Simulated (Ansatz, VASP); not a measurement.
## One calculation of Cs, two programs

```
CELL_PARAMETERS angstrom
-3.02250 3.02250 2.99227
3.02250 -3.02250 2.99227
3.02250 3.02250 -2.99227
ATOMIC_POSITIONS crystal
Cs 0.00000 0.00000 0.00000
```

Change from the starting cell: zz strain of -1 %, PAW files.

Alike in both runs: task electric field gradients; functional LDA; k mesh 9 × 9 × 9; occupations fermi-dirac, width 0.05 eV; no spin polarisation.

|  | VASP | Ansatz |
| --- | --- | --- |
| version | VASP 6.6.1 | Ansatz 0.2.0 |
| potentials or method | VASP PAW LDA potentials, release 64 (Cs_sv) | PAW with Ansatz's default frozen-core files, scalar-relativistic |
| plane-wave cutoff (eV) | 520 | 420 |
| valence electrons in the cell | 9 | 9 |

```csv
,VASP,Ansatz,Ansatz less VASP
pressure (GPa),-0.3,-0.3,+0.01
Vzz of the field gradient on the site that differs most (V/Å²),0.1,0.1,-0.01
```

Ansatz warned: «gradients_without_spin_orbit».

The runs have no spin-orbit coupling, so splittings on Cs are missing.
